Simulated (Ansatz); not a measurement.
# Ti: a sweep of the smearing

The task here is to estimate one member of a computed series from the others.

Program: Ansatz 0.2.0. Level of theory: DFT, PBE, all-electron LAPW, scalar-relativistic. These are calculated values, not measurements.

1 further run of the same task is left out (it didn't finish). Runs told in other sessions of the task aren't counted.

### The structure to begin with

The structure is hexagonal, space group P6_3/mmc (No. 194). Conventional cell: a = 2.950 Å, b = 2.950 Å, c = 4.686 Å, α = 90.00°, β = 90.00°, γ = 120.00°. Ti (site symmetry -6m2) is surrounded by 12 Ti at 2.90 to 2.95 Å.

As a file:

```
CELL_PARAMETERS angstrom
2.95000 0.00000 0.00000
-1.47500 2.55477 0.00000
0.00000 0.00000 4.68600
ATOMIC_POSITIONS crystal
Ti 0.33333 0.66667 0.25000
Ti 0.66667 0.33333 0.75000
```

The cell comes from a crystallographic database entry that wasn't checked; take it as a given geometry, which may be far from equilibrium.

Atoms are numbered in the order of the input: Ti1, Ti2.

Set-up of the first run:

input.yaml

```yaml
crystal:
  lattice:
    - [2.9499978604, 0.0, 0.0]
    - [-1.4749989302, 2.5547730882, 0.0]
    - [0.0, 0.0, 4.686]
  atoms:
    - { symbol: Ti, position: [0.3333333333, 0.6666666667, 0.25] }
    - { symbol: Ti, position: [0.6666666667, 0.3333333333, 0.75] }
kpoints:
  mp_grid: { grid: [13, 13, 7] }
scf:
  occupations: { method: cold, width: 0.15 }
hamiltonian:
  xc: pbe
  pseudopotentials: { kind: all_electron, lapw: { basis_error: 0.0005 } }
output:
  forces: true
  stress: true
  eigenvalues: true
```

Started as:

```sh
ansatz run input.yaml --threads 1 --pin off --max-ram 2048MiB --backend cpu --events-out ev --progress --plain --runs-dir out
```

Among the steps run: With cold smearing of 0.15 eV; With Fermi–Dirac smearing of 0.28 eV; With Gaussian smearing of 0.2 eV; With Methfessel–Paxton smearing of 0.2 eV; With tetrahedron filling.

One of the session's tables, all rows but one given; the rest of the session is left out.

It belongs to the step «The sweep in one table». 

| smearing | energy from the first row (meV/atom) |
| --- | --- |
| cold smearing of 0.15 eV | 0.00 |
| Fermi–Dirac smearing of 0.28 eV | 18.66 |
| Gaussian smearing of 0.2 eV | 0.63 |
| Methfessel–Paxton smearing of 0.2 eV | ? |
| tetrahedron filling | -0.15 |

**Question.** Estimate the row for Methfessel–Paxton smearing of 0.2 eV.

As computed: energy from the first row (meV/atom): 0.49. In the column «energy from the first row (meV/atom)» it lies between cold smearing of 0.15 eV (0.00) and Gaussian smearing of 0.2 eV (0.63).

Energies are those extrapolated to zero smearing.

Caveats from the session: Warnings in the runs' records: band table not solved further, tetrahedron derivatives may miss energy slope.
